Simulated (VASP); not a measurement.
# MgS (F-43m) in VASP: settings compared, part 2 of 2

VASP 6.6.1. Earlier steps stand in the parts before.

### Step 5. Core levels, r2SCAN

File INCAR:

```
SYSTEM = MgS
PREC = Accurate ; ENCUT = 520
EDIFF = 1E-6 ; ISMEAR = -1
SIGMA = 0.1 ; LREAL = .FALSE.
LASPH = .TRUE. ; NELM = 80
ALGO = Normal ; ISIF = 2
LWAVE = .FALSE. ; LCHARG = .FALSE.
METAGGA = R2SCAN ; LMIXTAU = .TRUE.
ICORELEVEL = 1
```

File KPOINTS:

```
Automatic mesh
0
G
  8 8 8
  0 0 0
```

File POSCAR:

```
MgS
1.0
    0.0000000000      2.8331200468      2.8331200468
    2.8331200468      0.0000000000      2.8331200468
    2.8331200468      2.8331200468      0.0000000000
S Mg
1 1
Direct
    0.2500000000      0.2500000000      0.2500000000
    0.0000000000      0.0000000000      0.0000000000
```

Potentials or basis: VASP PAW PBE potentials, release 64 (S, Mg).

Launch:

```console
cat potpaw_PBE.64/S/POTCAR potpaw_PBE.64/Mg/POTCAR > POTCAR
mpirun -np 1 vasp_std > vasp.out
```

OUTCAR:

```text
SYSTEM = MgS
   PREC = Accurate
   ENCUT = 520
   EDIFF = 1E-6
   ISMEAR = -1
   LREAL = .FALSE.
   LASPH = .TRUE.
   NELM = 80
   ISIF = 2
   METAGGA = R2SCAN

 ion  position               nearest neighbor table
   1  0.250  0.250  0.250-   2 2.45   2 2.45   2 2.45   2 2.45
   2  0.000  0.000  0.000-   1 2.45   1 2.45   1 2.45   1 2.45

  LATTYP: Found a face centered cubic cell.
 ALAT       =     5.6662400936

  Lattice vectors:

 A1 = (   0.0000000000,   2.8331200468,   2.8331200468)
 A2 = (   2.8331200468,   0.0000000000,   2.8331200468)
 A3 = (   2.8331200468,   2.8331200468,   0.0000000000)

Analysis of symmetry for initial positions (statically):
=====================================================================
 Subroutine PRICEL returns:
 Original cell was already a primitive cell.

 Routine SETGRP: Setting up the symmetry group for a
 face centered cubic supercell.

 Subroutine GETGRP returns: Found 24 space group operations
 (whereof 24 operations were pure point group operations)
 out of a pool of 48 trial point group operations.

The static configuration has the point symmetry T_d .

Analysis of symmetry for dynamics (positions and initial velocities):
=====================================================================
 Subroutine PRICEL returns:
 Original cell was already a primitive cell.

 Routine SETGRP: Setting up the symmetry group for a
 face centered cubic supercell.

 Subroutine GETGRP returns: Found 24 space group operations
 (whereof 24 operations were pure point group operations)
 out of a pool of 48 trial point group operations.

The dynamic configuration has the point symmetry T_d .

 Subroutine INISYM returns: Found 24 space group operations
 (whereof 24 operations are pure point group operations),
 and found     1 'primitive' translations

----------------------------------------------------------------------------------------

                                     Primitive cell

  volume of cell :      45.4805

  direct lattice vectors                    reciprocal lattice vectors
     0.000000000  2.833120047  2.833120047    -0.176483874  0.176483874  0.176483874
     2.833120047  0.000000000  2.833120047     0.176483874 -0.176483874  0.176483874
     2.833120047  2.833120047  0.000000000     0.176483874  0.176483874 -0.176483874

  length of vectors
     4.006636794  4.006636794  4.006636794     0.305679036  0.305679036  0.305679036

  position of ions in fractional coordinates (direct lattice)
     0.250000000  0.250000000  0.250000000
     0.000000000  0.000000000  0.000000000

  ion indices of the primitive-cell ions
   primitive index   ion index
                 1           1
                 2           2

----------------------------------------------------------------------------------------

 KPOINTS: Automatic mesh

Automatic generation of k-mesh.
 Grid dimensions read from file:
 generate k-points for:    8    8    8

 Generating k-lattice:

  Cartesian coordinates                     Fractional coordinates (reciprocal lattice)
    -0.022060484  0.022060484  0.022060484     0.125000000  0.000000000  0.000000000
     0.022060484 -0.022060484  0.022060484     0.000000000  0.125000000  0.000000000
     0.022060484  0.022060484 -0.022060484     0.000000000  0.000000000  0.125000000

  Length of vectors
     0.038209879  0.038209879  0.038209879

  Shift w.r.t. Gamma in fractional coordinates (k-lattice)
     0.000000000  0.000000000  0.000000000

 Subroutine IBZKPT returns following result:
 ===========================================

 Found     29 irreducible k-points:

 Following reciprocal coordinates:
            Coordinates               Weight
  0.000000  0.000000  0.000000      1.000000
  0.125000  0.000000  0.000000      8.000000
  0.250000  0.000000  0.000000      8.000000
  0.375000  0.000000  0.000000      8.000000
  0.500000  0.000000  0.000000      4.000000
  0.125000  0.125000  0.000000      6.000000
[... 21 lines left out ...]
 -0.375000  0.500000  0.125000     12.000000
 -0.250000  0.500000  0.250000      6.000000
   k-points           NKPTS =     29   k-points in BZ     NKDIM =     29   number of bands    NBANDS=      8
   number of dos      NEDOS =    301   number of ions     NIONS =      2
   total plane-waves  NPLWV =  27000
   dimension x,y,z NGX =    30 NGY =   30 NGZ =   30
   dimension x,y,z NGXF=    60 NGYF=   60 NGZF=   60
   ions per type =               1   1
   NGX,Y,Z   is equivalent  to a cutoff of  12.45, 12.45, 12.45 a.u.
   NGXF,Y,Z  is equivalent  to a cutoff of  24.90, 24.90, 24.90 a.u.
 SYSTEM =  MgS
   PREC   = accura    normal or accurate (medium, high low for compatibility)
   ISTART =      0    job   : 0-new  1-cont  2-samecut
   ICHARG =      2    charge: 1-file 2-atom 10-const
   ISPIN  =      1    spin polarized calculation?
   LNONCOLLINEAR =      F non collinear calculations
   LSORBIT =      F    spin-orbit coupling
   LASPH  =      T    aspherical Exc in radial PAW
   ENCUT  =  520.0 eV  38.22 Ry    6.18 a.u.   7.45  7.45  7.45*2*pi/ulx,y,z
   NELM   =     80;   NELMIN=  2; NELMDL= -5     # of ELM steps
   EDIFF  = 0.1E-05   stopping-criterion for ELM
   LREAL  =      F    real-space projection
   EDIFFG = 0.1E-04   stopping-criterion for IOM
   NSW    =      0    number of steps for IOM
   IBRION =     -1    ionic relax: 0-MD 1-quasi-New 2-CG
   NFREE  =      0    steps in history (QN), initial steepest desc. (CG)
   ISIF   =      2    stress and relaxation
   ISYM   =      2    0-nonsym 1-usesym 2-fastsym
   POTIM  = 0.5000    time-step for ionic-motion
   TEBEG  =    0.0;   TEEND  =   0.0 temperature during run
   PSTRESS=    0.0 pullay stress
   NELECT =       8.0000    total number of electrons
   NUPDOWN=      -1.0000    fix difference up-down
   EMIN   =  10.00;   EMAX   =-10.00  energy-range for DOS
   EFERMI =   0.00;   METHOD = LEGACY
   ISMEAR =    -1;   SIGMA  =   0.10  broadening in eV -4-tet -1-fermi 0-gaus
   EFERMI_NEDOS =   21; number of points for ismear=-14 and -15
   IALGO  =     38    algorithm
   IMIX   =      4    mixing-type and parameters
     AMIX     =   0.40;   BMIX     =  1.00
     AMIX_MAG =   1.60;   BMIX_MAG =  1.00
  volume/ion in A,a.u.               =      22.74       153.46
  Fermi-wavevector in a.u.,A,eV,Ry     =   0.917269  1.733386 11.447692  0.841382
  Thomas-Fermi vector in A             =   2.042218
   LORBIT       =      0    0 simple, 1 ext, 2 COOP (PROOUT), +10 PAW based schemes
   METAGGA = R2SCAN    functional components
   LHFCALC =     F    Hartree Fock is set to
   AEXX    =    0.0000 exact exchange contribution
   IVDW    =     0    specifies the selected vdW correction
   LEPSILON=     F    determine dielectric tensor
   LRPA    =     F    only Hartree local field effects (RPA)
 non-spin polarized calculation
  energy-cutoff  :      520.00
  volume of cell :       45.48
 maximum number of plane-waves:      1243
 NGX is ok and might be reduce to    30
   NGX = 15   NGY = 15   NGZ = 15

 number of electron       8.0000001 magnetization

 Free energy of the ion-electron system (eV)
  ---------------------------------------------------
  ext. energy  EPLUGINS =         0.00000000
  ---------------------------------------------------
  free energy    TOTEN  =       -15.45044586 eV

  energy without entropy =      -15.45044586  energy(sigma->0) =      -15.45044586

 the core state eigenenergies are
   1-  1s  -2427.2048  2s   -211.4683  2p   -156.0681
   2-  1s  -1274.9204  2s    -79.3198  2p    -45.4433

 E-fermi :   2.8896     XC(G=0):  -8.7668

 val. band max:        0.7548681147   @ k =   0.0000   0.0000   0.0000
 cond. band min:       4.8710812126   @ k =   0.0000   0.0000   0.0000
 fundamental gap:      4.1162130980
 Fermi energy:         2.8896423262

 k-point     1 :       0.0000    0.0000    0.0000
  band No.  band energies     occupation
      1     -10.9761      2.00000
      2       0.7549      2.00000
      3       0.7549      2.00000
      4       0.7549      2.00000
      5       4.8711      0.00000
      6       9.3421      0.00000
      7       9.3421      0.00000
      8       9.3421      0.00000
[... 276 lines left out ...]
 k-point    27 :      -0.2500    0.3750    0.1250
  band No.  band energies     occupation
      1     -10.1233      2.00000

------------------------ aborting loop because EDIFF is reached ----------------------------------------

  FORCE on cell =-STRESS in cart. coord.  units (eV):
  Direction    XX          YY          ZZ          XY          YZ          ZX
  --------------------------------------------------------------------------------------
  -------------------------------------------------------------------------------------
  Total       -0.1255951     -0.1255951     -0.1255951      0.0000000     -0.0000000      0.0000000
  in kB       -4.4244405     -4.4244405     -4.4244405      0.0000000     -0.0000000      0.0000000
  external PRESSURE =      -4.4244405 kB  Pullay stress =       0.0000000 kB

 VOLUME and BASIS-vectors are now :
 -----------------------------------------------------------------------------
  energy-cutoff  :      520.00
  volume of cell :       45.48
      direct lattice vectors                 reciprocal lattice vectors
     0.000000000  2.833120047  2.833120047    -0.176483874  0.176483874  0.176483874
     2.833120047  0.000000000  2.833120047     0.176483874 -0.176483874  0.176483874
     2.833120047  2.833120047  0.000000000     0.176483874  0.176483874 -0.176483874

 POSITION                                       TOTAL-FORCE (eV/Angst)
 -----------------------------------------------------------------------------------
      1.41656      1.41656      1.41656        -0.000000     -0.000000     -0.000000
      0.00000      0.00000      0.00000         0.000000      0.000000      0.000000
 -----------------------------------------------------------------------------------
    total drift:                               -0.000003     -0.000003     -0.000003

  FREE ENERGIE OF THE ION-ELECTRON SYSTEM (eV)
  ---------------------------------------------------
  free  energy   TOTEN  =       -15.4504458633 eV

  energy  without entropy=      -15.4504458631  energy(sigma->0) =      -15.45044586
```

It took 40 s on 1 thread of AMD EPYC 9R45 (Zen 5), shared host; peak memory 0.14 GiB.

What came out:

```yaml
Free_energy: -15.4504 eV
Pressure: -0.4 GPa
Band_gap_on_the_k_mesh: 4.12 eV, direct
```

Core levels (eV, on the scale of the bands):
```
atom                            levels
 1 S  1s -2427.2, 2s -211.5, 2p -156.1
2 Mg    1s -1274.9, 2s -79.3, 2p -45.4
```

Caveat: the PAW data sets were made with another functional, which shifts forces and pressure a little. r2SCAN opens gaps a little over a GGA but as a rule still falls short of measured ones.

### Step 6. Summary

| task | level | potentials or basis | k mesh | cutoff (eV) | smearing | ladder | GW scheme | GW iterations | cutoff of the response function | frequency points | mesh quality | gap on the mesh (eV) | pressure (GPa) |
| --- | --- | --- | --- | --- | --- | --- | --- | --- | --- | --- | --- | --- | --- |
| evGW0 quasiparticle levels | PBEsol | VASP PAW PBE potentials, release 64 (S_GW, Mg_GW) | 4 × 4 × 4 | 500 | gaussian 0.01 eV | free | evGW0 | 4 | 200 | 50 | coarse | - | - |
| density of states | optPBE-vdW | VASP PAW PBE potentials, release 64 (S, Mg) | 8 × 8 × 8 | 520 | fermi-dirac 0.02 eV | - | - | - | - | - | not flagged | 3.55 | 0.8 |
| core levels | r2SCAN | VASP PAW PBE potentials, release 64 (S, Mg) | 8 × 8 × 8 | 520 | fermi-dirac 0.1 eV | - | - | - | - | - | not flagged | 4.12 | -0.4 |

Alike in all rows: no spin polarisation; cell as given.

Caveats: some runs use coarse meshes; the PAW data sets were made with another functional, which shifts forces and pressure a little; bands, screening cutoff and mesh are small and nothing is extrapolated, so the quasiparticle values aren't converged (some runs).

Absolute energies hang on the potentials; compare differences alone.
